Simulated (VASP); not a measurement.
# GeS (Pnma) in VASP: notebook

One crystal, GeS, is run at these levels: PBE; tasks: relaxation of cell and atoms, relaxation of shape and atoms at fixed volume.

Everything below comes from runs of VASP 6.6.1. Logs are shortened: lines on timing, memory, paths and dates and some standing lists are left out, and cuts for length are marked.

## 1. The crystal as given

The structure is orthorhombic, space group Pnma (No. 62). The conventional cell has a = 10.481 Å, b = 3.646 Å, c = 4.299 Å, α = 90.00°, β = 90.00°, γ = 90.00°. Around Ge (site symmetry m) lie 3 S at 2.44 to 2.45 Å. S (site symmetry m) has 3 Ge at 2.44 to 2.45 Å as nearest neighbours.

## 2. Relaxation of cell and atoms, PBE

INCAR reads:

```
PREC     = Accurate       # precision mode
ENCUT    = 300            # plane-wave cutoff, eV
EDIFF    = 1E-6           # SCF threshold, eV
ISMEAR   = 0              # smearing method
SIGMA    = 0.03           # smearing width, eV
LREAL    = F              # projectors in reciprocal space
LASPH    = T              # aspherical terms in the spheres
NELM     = 80             # most SCF steps
ALGO     = Normal         # electronic algorithm
ISIF     = 3              # what is computed and relaxed
LWAVE    = F              # write WAVECAR
LCHARG   = F              # write CHGCAR
GGA      = PE             # functional
IBRION   = 2              # ionic algorithm
NSW      = 90             # ionic steps
EDIFFG   = -0.01          # ionic threshold
KPAR     = 2
```

KPOINTS reads:

```
regular mesh
0
Gamma
  2 4 3
```

POSCAR reads:

```
GeS
1.0
   10.4810000000      0.0000000000      0.0000000000
    0.0000000000      3.6460000000      0.0000000000
    0.0000000000      0.0000000000      4.2990000000
Ge S
4 4
Direct
    0.1221000000      0.2500000000      0.1277000000
    0.3779000000      0.7500000000      0.6277000000
    0.6221000000      0.2500000000      0.3723000000
    0.8779000000      0.7500000000      0.8723000000
    0.8495000000      0.2500000000      0.5023000000
    0.6505000000      0.7500000000      0.0023000000
    0.3495000000      0.2500000000      0.9977000000
    0.1505000000      0.7500000000      0.4977000000
```

Potentials or basis: VASP PAW PBE potentials, release 64 (Ge, S).

The run is started by

```console
$ cat potpaw_PBE.64/Ge/POTCAR potpaw_PBE.64/S/POTCAR > POTCAR
$ mpirun -np 2 vasp_std > vasp.out
```

OUTCAR:

```text
PREC = Accurate
   ENCUT = 300
   EDIFF = 1E-6
   ISMEAR = 0
   LREAL = F
   LASPH = T
   NELM = 80
   ISIF = 3
   GGA = PE
   IBRION = 2
   NSW = 90
   EDIFFG = -0.01

 ion  position               nearest neighbor table
   1  0.122  0.250  0.128-   8 2.44   8 2.44   7 2.45
   2  0.378  0.750  0.628-   7 2.44   7 2.44   8 2.45
   3  0.622  0.250  0.372-   6 2.44   6 2.44   5 2.45
   4  0.878  0.750  0.872-   5 2.44   5 2.44   6 2.45
   5  0.849  0.250  0.502-   4 2.44   4 2.44   3 2.45
   6  0.651  0.750  0.002-   3 2.44   3 2.44   4 2.45
   7  0.349  0.250  0.998-   2 2.44   2 2.44   1 2.45
   8  0.151  0.750  0.498-   1 2.44   1 2.44   2 2.45

  LATTYP: Found a simple orthorhombic cell.
 ALAT       =     3.6460000000
 B/A-ratio  =     1.1791003840
 C/A-ratio  =     2.8746571585

  Lattice vectors:

 A1 = (   0.0000000000,   3.6460000000,   0.0000000000)
 A2 = (   0.0000000000,   0.0000000000,   4.2990000000)
 A3 = (  10.4810000000,   0.0000000000,   0.0000000000)

Analysis of symmetry for initial positions (statically):
=====================================================================
 Subroutine PRICEL returns:
 Original cell was already a primitive cell.

 Routine SETGRP: Setting up the symmetry group for a
 simple orthorhombic supercell.

 Subroutine GETGRP returns: Found  8 space group operations
 (whereof  2 operations were pure point group operations)
 out of a pool of  8 trial point group operations.

The static configuration has the point symmetry S_2 .
 The point group associated with its full space group is D_2h.

Analysis of symmetry for dynamics (positions and initial velocities):
=====================================================================
 Subroutine PRICEL returns:
 Original cell was already a primitive cell.

 Routine SETGRP: Setting up the symmetry group for a
 simple orthorhombic supercell.

 Subroutine GETGRP returns: Found  8 space group operations
 (whereof  2 operations were pure point group operations)
 out of a pool of  8 trial point group operations.

The dynamic configuration has the point symmetry S_2 .
 The point group associated with its full space group is D_2h.

 Subroutine INISYM returns: Found  8 space group operations
 (whereof  2 operations are pure point group operations),
 and found     1 'primitive' translations

----------------------------------------------------------------------------------------

                                     Primitive cell

  volume of cell :     164.2808

  direct lattice vectors                    reciprocal lattice vectors
    10.481000000  0.000000000  0.000000000     0.095410743  0.000000000  0.000000000
     0.000000000  3.646000000  0.000000000     0.000000000  0.274273176  0.000000000
     0.000000000  0.000000000  4.299000000     0.000000000  0.000000000  0.232612235

  length of vectors
    10.481000000  3.646000000  4.299000000     0.095410743  0.274273176  0.232612235

  position of ions in fractional coordinates (direct lattice)
     0.122100000  0.250000000  0.127700000
     0.377900000  0.750000000  0.627700000
     0.622100000  0.250000000  0.372300000
     0.877900000  0.750000000  0.872300000
     0.849500000  0.250000000  0.502300000
     0.650500000  0.750000000  0.002300000
     0.349500000  0.250000000  0.997700000
     0.150500000  0.750000000  0.497700000

  ion indices of the primitive-cell ions
   primitive index   ion index
                 1           1
                 2           2
                 3           3
                 4           4
                 5           5
                 6           6
                 7           7
                 8           8

----------------------------------------------------------------------------------------

 KPOINTS: regular mesh

Automatic generation of k-mesh.
 Grid dimensions read from file:
 generate k-points for:    2    4    3

 Generating k-lattice:

  Cartesian coordinates                     Fractional coordinates (reciprocal lattice)
     0.047705372  0.000000000  0.000000000     0.500000000  0.000000000  0.000000000
     0.000000000  0.068568294  0.000000000     0.000000000  0.250000000  0.000000000
     0.000000000  0.000000000  0.077537412     0.000000000  0.000000000  0.333333333

  Length of vectors
     0.047705372  0.068568294  0.077537412

  Shift w.r.t. Gamma in fractional coordinates (k-lattice)
     0.000000000  0.000000000  0.000000000

 Subroutine IBZKPT returns following result:
 ===========================================

 Found     12 irreducible k-points:

 Following reciprocal coordinates:
            Coordinates               Weight
  0.000000  0.000000  0.000000      1.000000
  0.500000  0.000000  0.000000      1.000000
  0.000000  0.250000  0.000000      2.000000
  0.500000  0.250000  0.000000      2.000000
  0.000000  0.500000  0.000000      1.000000
  0.500000  0.500000  0.000000      1.000000
  0.000000  0.000000  0.333333      2.000000
  0.500000  0.000000  0.333333      2.000000
  0.000000  0.250000  0.333333      4.000000
  0.500000  0.250000  0.333333      4.000000
  0.000000  0.500000  0.333333      2.000000
  0.500000  0.500000  0.333333      2.000000
   k-points           NKPTS =     12   k-points in BZ     NKDIM =     12   number of bands    NBANDS=     25
   number of dos      NEDOS =    301   number of ions     NIONS =      8
   total plane-waves  NPLWV =  34560
   dimension x,y,z NGX =    60 NGY =   24 NGZ =   24
   dimension x,y,z NGXF=   120 NGYF=   48 NGZF=   48
   ions per type =               4   4
   NGX,Y,Z   is equivalent  to a cutoff of   9.52, 10.94,  9.28 a.u.
   NGXF,Y,Z  is equivalent  to a cutoff of  19.03, 21.89, 18.56 a.u.
 SYSTEM =  unknown system
   PREC   = accura    normal or accurate (medium, high low for compatibility)
   ISTART =      0    job   : 0-new  1-cont  2-samecut
   ICHARG =      2    charge: 1-file 2-atom 10-const
   ISPIN  =      1    spin polarized calculation?
   LNONCOLLINEAR =      F non collinear calculations
   LSORBIT =      F    spin-orbit coupling
   LASPH  =      T    aspherical Exc in radial PAW
   ENCUT  =  300.0 eV  22.05 Ry    4.70 a.u.  14.80  5.15  6.07*2*pi/ulx,y,z
   NELM   =     80;   NELMIN=  2; NELMDL= -5     # of ELM steps
   EDIFF  = 0.1E-05   stopping-criterion for ELM
   LREAL  =      F    real-space projection
   EDIFFG = -.1E-01   stopping-criterion for IOM
   NSW    =     90    number of steps for IOM
   IBRION =      2    ionic relax: 0-MD 1-quasi-New 2-CG
   NFREE  =      1    steps in history (QN), initial steepest desc. (CG)
   ISIF   =      3    stress and relaxation
   ISYM   =      2    0-nonsym 1-usesym 2-fastsym
   POTIM  = 0.5000    time-step for ionic-motion
   TEBEG  =    0.0;   TEEND  =   0.0 temperature during run
   PSTRESS=    0.0 pullay stress
   NELECT =      40.0000    total number of electrons
   NUPDOWN=      -1.0000    fix difference up-down
   EMIN   =  10.00;   EMAX   =-10.00  energy-range for DOS
   EFERMI =   0.00;   METHOD = LEGACY
   ISMEAR =     0;   SIGMA  =   0.03  broadening in eV -4-tet -1-fermi 0-gaus
   EFERMI_NEDOS =   21; number of points for ismear=-14 and -15
   IALGO  =     38    algorithm
   IMIX   =      4    mixing-type and parameters
     AMIX     =   0.40;   BMIX     =  1.00
     AMIX_MAG =   1.60;   BMIX_MAG =  1.00
  volume/ion in A,a.u.               =      20.54       138.58
  Fermi-wavevector in a.u.,A,eV,Ry     =   1.022271  1.931811 14.218595  1.045037
  Thomas-Fermi vector in A             =   2.155941
   LORBIT       =      0    0 simple, 1 ext, 2 COOP (PROOUT), +10 PAW based schemes
   GGA     = PE    functional components
   LHFCALC =     F    Hartree Fock is set to
   AEXX    =    0.0000 exact exchange contribution
   IVDW    =     0    specifies the selected vdW correction
   LEPSILON=     F    determine dielectric tensor
   LRPA    =     F    only Hartree local field effects (RPA)
 conjugate gradient relaxation of ions
 non-spin polarized calculation
 Gauss-broadening in eV      SIGMA  =   0.03
  energy-cutoff  :      300.00
  volume of cell :      164.28
 maximum number of plane-waves:      1958
 NGX is ok and might be reduce to    60
   NGX = 29   NGY = 11   NGZ = 13

--------------------------------------- Ionic step        1  -------------------------------------------

 number of electron      40.0000018 magnetization

 Free energy of the ion-electron system (eV)
  ---------------------------------------------------
  ext. energy  EPLUGINS =         0.00000000
  ---------------------------------------------------
  free energy    TOTEN  =       -36.48698816 eV

  energy without entropy =      -36.48698816  energy(sigma->0) =      -36.48698816

 E-fermi :   4.4314     XC(G=0):  -9.6800

 val. band max:        4.3020795327   @ k =   0.0000   0.0000   0.0000
 cond. band min:       5.4193659961   @ k =   0.0000   0.0000   0.0000
 fundamental gap:      1.1172864633
 Fermi energy:         4.4313711895

 k-point     1 :       0.0000    0.0000    0.0000
  band No.  band energies     occupation
      1     -10.3347      2.00000
      2      -9.9522      2.00000
      3      -8.7335      2.00000
      4      -8.0918      2.00000
      5      -3.7450      2.00000
      6      -3.1290      2.00000
[... 444 lines left out ...]
  FREE ENERGIE OF THE ION-ELECTRON SYSTEM (eV)
  ---------------------------------------------------
  free  energy   TOTEN  =       -36.5413212489 eV

  energy  without entropy=      -36.5413212489  energy(sigma->0) =      -36.54132125

[... ionic steps 4 to 10 ...]

--------------------------------------- Ionic step       11  -------------------------------------------

 number of electron      40.0000029 magnetization

------------------------ aborting loop because EDIFF is reached ----------------------------------------

  FORCE on cell =-STRESS in cart. coord.  units (eV):
  Direction    XX          YY          ZZ          XY          YZ          ZX
  --------------------------------------------------------------------------------------
  -------------------------------------------------------------------------------------
  Total        0.0876503      0.1001085      0.0200640      0.0000000     -0.0000000      0.0000000
  in kB        0.8151422      0.9310034      0.1865941      0.0000000     -0.0000000      0.0000000
  external PRESSURE =       0.6442465 kB  Pullay stress =       0.0000000 kB
[... 69 lines left out ...]
  energy  without entropy=      -36.5492462659  energy(sigma->0) =      -36.54924627

--------------------------------------- Ionic step       13  -------------------------------------------

 number of electron      40.0000031 magnetization

 Free energy of the ion-electron system (eV)
  ---------------------------------------------------
  ext. energy  EPLUGINS =         0.00000000
  ---------------------------------------------------
  free energy    TOTEN  =       -36.54926167 eV

  energy without entropy =      -36.54926167  energy(sigma->0) =      -36.54926167

 E-fermi :   3.9167     XC(G=0):  -9.4611

 val. band max:        3.7366807769   @ k =   0.0000   0.0000   0.3333
 cond. band min:       4.9586111828   @ k =   0.0000   0.0000   0.0000
 fundamental gap:      1.2219304059
 Fermi energy:         3.9167343006

 k-point     1 :       0.0000    0.0000    0.0000
  band No.  band energies     occupation
      1     -10.4748      2.00000
      2     -10.1461      2.00000
      3      -8.9567      2.00000
      4      -8.4219      2.00000
      5      -4.0602      2.00000
      6      -3.4985      2.00000
[... 360 lines left out ...]
  FREE ENERGIE OF THE ION-ELECTRON SYSTEM (eV)
  ---------------------------------------------------
  free  energy   TOTEN  =       -36.5492616724 eV

  energy  without entropy=      -36.5492616724  energy(sigma->0) =      -36.54926167

 reached required accuracy - stopping structural energy minimisation
```

Wall time 99 s (2 MPI ranks of Intel Xeon Platinum 8559C (Emerald Rapids), shared host); peak memory 0.19 GiB.

What came out:

| Property | Result |
| --- | --- |
| Free energy | -36.5493 eV |
| Relaxed volume | 21.56 Å³/atom |
| Relaxed cell | a = 10.713 Å, b = 3.722 Å, c = 4.327 Å, α = 90.00°, β = 90.00°, γ = 90.00° |
| Space group after relaxing (to 0.05 Å) | Pnma (No. 62) |
| Energy gained by relaxing | 7.8 meV/atom |
| Ionic steps | 13 |
| Pressure after relaxing | 0.0 GPa |
| Largest force after relaxing | 0.006 eV/Å |
| Band gap on the k mesh | 1.22 eV, indirect (least direct gap 1.23 eV) |

Forces on the atoms (eV/Å):
```
Ge   0.003  0.000 -0.005
Ge  -0.003  0.000 -0.005
Ge   0.003  0.000  0.005
Ge  -0.003  0.000  0.005
S    0.005  0.000 -0.004
S   -0.005  0.000 -0.004
S    0.005  0.000  0.004
S   -0.005  0.000  0.004
```

The path:
```csv
step,energy change (eV),largest force (eV/Å),pressure (GPa),volume (Å³)
1,0.0000,0.2224,2.74,164.28
2,-0.0426,0.2450,-1.06,172.78
3,-0.0543,0.1024,0.06,170.00
4,-0.0577,0.0717,0.05,170.40
5,-0.0597,0.0429,0.03,171.04
6,-0.0603,0.0319,0.01,171.22
7,-0.0606,0.0154,-0.01,171.54
8,-0.0610,0.0145,0.00,171.63
9,-0.0618,0.0139,0.03,171.91
10,-0.0621,0.0219,0.08,172.47
11,-0.0622,0.0166,0.06,172.28
12,-0.0623,0.0078,-0.07,172.62
13,-0.0623,0.0063,-0.04,172.52
```

Final structure:
```xyz
8
Lattice="10.7130 0.0000 0.0000 0.0000 3.7219 0.0000 0.0000 0.0000 4.3267" Properties=species:S:1:pos:R:3 pbc="T T T"
Ge    1.3357    0.9305    0.5521
Ge    4.0208    2.7914    2.7154
Ge    6.6922    0.9305    1.6113
Ge    9.3773    2.7914    3.7746
S     9.1011    0.9305    2.1698
S     6.9683    2.7914    0.0065
S     3.7446    0.9305    4.3202
S     1.6119    2.7914    2.1569
```

Caveat: the k mesh is coarse (spacing up to 0.49 Å⁻¹), so the values aren't converged; the cutoff is under 1.25 times the usual one of these potentials, so pressure, stress and relaxed cells hold a basis-set (Pulay) error; an odd mesh through Γ misses points on the zone boundary, where band edges often lie.

## 3. Relaxation of cell and atoms, PBE

This run uses another cell than the first one, of 21.56 Å³/atom, 1.050 times its volume.

Edit INCAR of step 2 so:

```diff
@@ -2,3 +2,3 @@
 ENCUT    = 300            # plane-wave cutoff, eV
-EDIFF    = 1E-6           # SCF threshold, eV
+EDIFF    = 1E-7           # SCF threshold, eV
 ISMEAR   = 0              # smearing method
@@ -15,3 +15,3 @@
 NSW      = 90             # ionic steps
-EDIFFG   = -0.01          # ionic threshold
+EDIFFG   = -0.005         # ionic threshold
 KPAR     = 2
```

KPOINTS is that of step 2.

POSCAR reads:

```
GeS                                     
1.0
   10.7129507222      0.0000000000      0.0000000000
    0.0000000000      3.7218986634     -0.0000000000
    0.0000000000     -0.0000000000      4.3267052449
  Ge              S             
     4     4
Direct
     0.1246796974451281    0.2500000000000000    0.1275958602051844
     0.3753203025548719    0.7500000000000000    0.6275958602051844
     0.6246796974451279    0.2500000000000000    0.3724041397948155
     0.8753203025548721    0.7500000000000000    0.8724041397948156
     0.8495415797747293    0.2500000000000000    0.5014988531979403
     0.6504584202252707    0.7500000000000000    0.0014988531979405
     0.3495415797747294    0.2500000000000000    0.9985011468020597
     0.1504584202252706    0.7500000000000000    0.4985011468020595
```

Potentials or basis: VASP PAW PBE potentials, release 64 (Ge, S).

The run is started by

```console
$ cat potpaw_PBE.64/Ge/POTCAR potpaw_PBE.64/S/POTCAR > POTCAR
$ mpirun -np 2 vasp_std > vasp.out
```

Wall time 93 s (2 MPI ranks of Intel Xeon Platinum 8559C (Emerald Rapids), shared host); peak memory 0.18 GiB.

Results (log left out):

```yaml
Free_energy: -36.5604 eV
Relaxed_volume: 21.55 Å³/atom
Relaxed_cell: a = 10.737 Å, b = 3.729 Å, c = 4.304 Å, α = 90.00°, β = 90.00°, γ = 90.00°
Space_group_after_relaxing_to_0.05_Å: Pnma (No. 62)
Energy_gained_by_relaxing: 0.0 meV/atom
Ionic_steps: 12
Pressure_after_relaxing: 0.0 GPa
Largest_force_after_relaxing: 0.005 eV/Å
Band_gap_on_the_k_mesh: 1.18 eV, indirect (least direct gap 1.23 eV)
```

Forces in eV/Å, atoms in the order of the input:
```
Ge   0.005  0.000  0.000
Ge  -0.005  0.000  0.000
Ge   0.005  0.000  0.000
Ge  -0.005  0.000  0.000
S   -0.003  0.000  0.003
S    0.003  0.000  0.003
S   -0.003  0.000 -0.003
S    0.003  0.000 -0.003
```

Step by step:
| step | energy change (eV) | largest force (eV/Å) | pressure (GPa) | volume (Å³) |
| --- | --- | --- | --- | --- |
| 1 | 0.0000 | 0.0068 | 0.03 | 172.52 |
| 2 | 0.0000 | 0.0086 | -0.01 | 172.62 |
| 3 | -0.0001 | 0.0116 | -0.05 | 172.70 |
| 4 | -0.0001 | 0.0106 | -0.04 | 172.68 |
| 5 | -0.0002 | 0.0096 | -0.02 | 172.63 |
| 6 | -0.0002 | 0.0167 | 0.01 | 172.52 |
| 7 | -0.0002 | 0.0125 | 0.00 | 172.57 |
| 8 | -0.0002 | 0.0101 | 0.00 | 172.53 |
| 9 | -0.0003 | 0.0041 | 0.01 | 172.41 |
| 10 | -0.0003 | 0.0173 | 0.02 | 172.18 |
| 11 | -0.0004 | 0.0067 | 0.01 | 172.35 |
| 12 | -0.0004 | 0.0049 | -0.01 | 172.36 |

Final structure:
```
Ge S
1.0
    10.73740    0.00000    0.00000
     0.00000    3.72929    0.00000
     0.00000    0.00000    4.30445
Ge S
4 4
Direct
  0.12533 0.25000 0.12609
  0.37467 0.75000 0.62609
  0.62533 0.25000 0.37391
  0.87467 0.75000 0.87391
  0.84991 0.25000 0.50054
  0.65009 0.75000 0.00054
  0.34991 0.25000 0.99946
  0.15009 0.75000 0.49946
```

Levels at points of the mesh, in eV from the valence-band top:
| k point | band 18 | band 19 | band 20 | band 21 | band 22 | band 23 |
| --- | --- | --- | --- | --- | --- | --- |
| (0.00, 0.00, 0.00) | -0.89 | -0.64 | -0.05 | 1.18 | 2.73 | 2.80 |
| (0.50, 0.00, 0.00) | -1.84 | -0.31 | -0.31 | 2.54 | 2.54 | 2.60 |
| (0.00, 0.50, 0.00) | -1.23 | -0.98 | -0.98 | 1.64 | 1.64 | 1.72 |
| (0.50, 0.50, 0.00) | -1.27 | -1.27 | -1.27 | 1.92 | 1.92 | 1.92 |

Caveat: the k mesh is coarse (spacing up to 0.48 Å⁻¹), so the values aren't converged; the cutoff is under 1.25 times the usual one of these potentials, so pressure, stress and relaxed cells hold a basis-set (Pulay) error; an odd mesh through Γ misses points on the zone boundary, where band edges often lie.

(Continued in part 2 of 2.)
